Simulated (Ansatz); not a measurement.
Rows from a G0W0 calculation on In2O3 (R-3c) (Ansatz 0.2.0; G0W0 on PBE, plane waves, PAW; 4×4×4 mesh, 185 empty bands, screening to 75 eV), in eV. Spin-orbit coupling is left out.

```tsv
row	k	band	start	Σx	Σc at the solution	Vxc
A	Γ	v1	8.954	-27.572	4.708	-22.553
B	Γ	c2	14.612	-9.237	-4.156	-14.252
C	(0.000, 0.000, 0.250)	v1	8.988	-26.915	4.963	-21.616
D	(0.000, 0.000, 0.250)	c2	15.037	-12.468	-4.196	-17.895
E	(0.000, 0.000, 0.250)	c1	11.877	-14.337	-2.742	-17.911
F	Γ	c1	10.298	-12.394	-3.150	-16.140
```

**Question.** Work out each quasiparticle level and how far it moved.

The quasiparticle equation reads E = start + Σx + Σc(E) − Vxc.

```tsv
row	E (eV)	shift (eV)
A	8.643	−0.311
B	15.471	+0.858
C	8.653	−0.335
D	16.268	+1.231
E	12.709	+0.832
F	10.894	+0.596
```

The gap over the computed points goes from 1.31 eV to 2.24 eV.

Limits: not at the basis limit; no spin-orbit coupling.

[Paths, hosts, dates, memory and timing lines, banners, echoed tables and standing remarks are left out of the program output.]

[Logs are printed without paths, hosts, clocks, repeated set-up lines and the standing remarks that a program may print on its own settings, such as how far it seeks lower states.]

[Runs of the session that timed out or met a known fault of the program may be left out.]

[Cells called generated may have been cut or substituted from an entry of the Crystallography Open Database or the Materials Project.]

[Hosts, paths, dates, database ids (printed as entryN), source tags and the programs' standing remarks are cut or masked in the printed files.]
